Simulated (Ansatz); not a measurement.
Rows from a G0W0 calculation on CdSe (Cadmoselite) (Ansatz 0.2.0; G0W0 on PBE, plane waves, PAW; 6×6×4 mesh, 1008 empty bands, screening to 250 eV, hard PAW files), in eV. Spin-orbit coupling is left out.

The database entry behind the starting cell differs from later determinations by our own check (inner coordinate of an old entry), so it need not match the best structure at ambient conditions.

```
row  k  band  start       Σx  Σc at the solution      Vxc
  A  Γ    c2  9.901   -8.507              -3.951  -12.486
  B  Γ    v1  7.779  -19.929               1.582  -17.482
  C  Γ    c1  8.481   -9.463              -3.497  -12.867
```

Question: Work out each quasiparticle level and how far it moved.

The quasiparticle equation reads E = start + Σx + Σc(E) − Vxc.

| row | E (eV) | shift (eV) |
| --- | --- | --- |
| A | 9.929 | +0.028 |
| B | 6.914 | −0.866 |
| C | 8.388 | −0.093 |

Limits: not at the basis limit; no spin-orbit coupling.

[Paths, hosts, dates, memory and timing lines, banners, echoed tables and standing remarks are left out of the program output.]

[Logs are printed without paths, hosts, clocks, repeated set-up lines and the standing remarks that a program may print on its own settings, such as how far it seeks lower states.]

[Runs of the session that timed out or met a known fault of the program may be left out.]

[Cells called generated may have been cut or substituted from an entry of the Crystallography Open Database or the Materials Project.]

[Hosts, paths, dates, database ids (printed as entryN), source tags and the programs' standing remarks are cut or masked in the printed files.]
